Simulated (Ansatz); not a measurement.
Crystal: Sn.

```
CELL_PARAMETERS angstrom
0.00000 3.23334 3.23334
3.23334 0.00000 3.23334
3.23334 3.23334 0.00000
ATOMIC_POSITIONS crystal
Sn 0.75000 0.75000 0.75000
Sn 0.50000 0.50000 0.50000
```

This isn't the form of Sn at room conditions, which is tetragonal (white tin).

Base run:

- Program: Ansatz 0.2.0
- Functional: PBE
- Potentials or basis: Ansatz PAW
- Cutoff: 350 eV
- Density cutoff: 1400 eV
- k mesh: 7 × 7 × 7
- Occupations: fermi-dirac, width 0.05 eV
- Spin: no spin polarisation

Its results: band gap on the k mesh none (metal or under the smearing width); pressure 3.8 GPa.

Task: The run is repeated on the same cell with these changes: functional from PBE to m-r2SCAN; cutoff from 350 eV to 500 eV (not typed: the program's choice for these potentials). What comes out?

Result: Band gap on the k mesh none (metal or under the smearing width); pressure 2.2 GPa.

Caveats: the cutoff lies under the one recommended for these potentials (some runs); spin-orbit coupling is left out, which moves the levels of the heavy elements (some runs); the PAW data sets come from PBE, with cores solved anew for the run's functional, which leaves a small shift of forces and pressure (some runs).
